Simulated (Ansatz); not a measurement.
CoO in Ansatz: the effect of functional

The system is CoO.

```
Co O
1.0
     1.60222    0.92504    2.56647
    -1.60222    0.92504    2.56647
     0.00000   -1.85008    2.56647
Co O
1 1
Direct
  0.99898 0.99898 0.99898
  0.75102 0.75102 0.75102
```

Measurements of this composition are mostly on another form, of space group No. 225.

Alike in all runs:

- Program: Ansatz 0.2.0
- Task: projected density of states
- Potentials or basis: Ansatz PAW
- k mesh: 6 × 6 × 6
- Occupations: fermi-dirac, width 0.05 eV
- Spin: collinear spin, ferromagnetic start
- Starting moments: [2.0, 0.0] μB

```csv
functional,cutoff,gap on the mesh (eV),pressure (GPa),moment (μB)
LDA,420 eV (not typed: the program's choice for these potentials),?,?,?
PBEsol,420 eV (not typed: the program's choice for these potentials),none,-8.2,2.75
r2SCAN,500 eV (not typed: the program's choice for these potentials),0.11,4.2,2.99
```

**Question.** What does the run with functional LDA give?

**Answer.** gap on the mesh none; pressure -15.7 GPa; moment 2.65 μB.

Caveats: some runs use coarse meshes; a cell with one magnetic atom can't hold antiferromagnetic order, which such compounds often take; the PAW data sets come from PBE, with cores solved anew for the run's functional, which leaves a small shift of forces and pressure; semilocal functionals often make such compounds metallic where correlation or magnetic order opens a gap, which also shifts bond lengths (some runs); the magnetic or orbital state may not be the lowest (some runs).

A k mesh can miss the band edges.

A gap of «none» marks a metal or a gap under the smearing width.
